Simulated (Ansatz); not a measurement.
**Sb in Ansatz: the effect of functional**

The system is Sb.

```
Sb
1.0
    -1.84605    1.84605    1.84605
     1.84605   -1.84605    1.84605
     1.84605    1.84605   -1.84605
Sb
1
Cartesian
  0.0000 0.0000 0.0000
```

This isn't the form of Sb at room conditions, which is rhombohedral.

The cell isn't the ideal one: volume scaled by 0.96.

Alike in all runs:

| Item | Value |
| --- | --- |
| Program | Ansatz 0.2.0 |
| Task | single point |
| Potentials or basis | Ansatz PAW |
| k mesh | 10 × 10 × 10 |
| Occupations | fermi-dirac, width 0.05 eV |
| Spin | no spin polarisation |

```tsv
functional	cutoff	pressure (GPa)
LDA	420 eV (not typed: the program's choice for these potentials)	?
PBEsol	420 eV (not typed: the program's choice for these potentials)	3.0
r2SCAN	500 eV (not typed: the program's choice for these potentials)	5.7
```

**Question.** What does the run with functional LDA give?

**Answer.** Pressure 1.7 GPa.

Caveats: the PAW data sets come from PBE, with cores solved anew for the run's functional, which leaves a small shift of forces and pressure.

Runs at the PBE level aren't shown here.
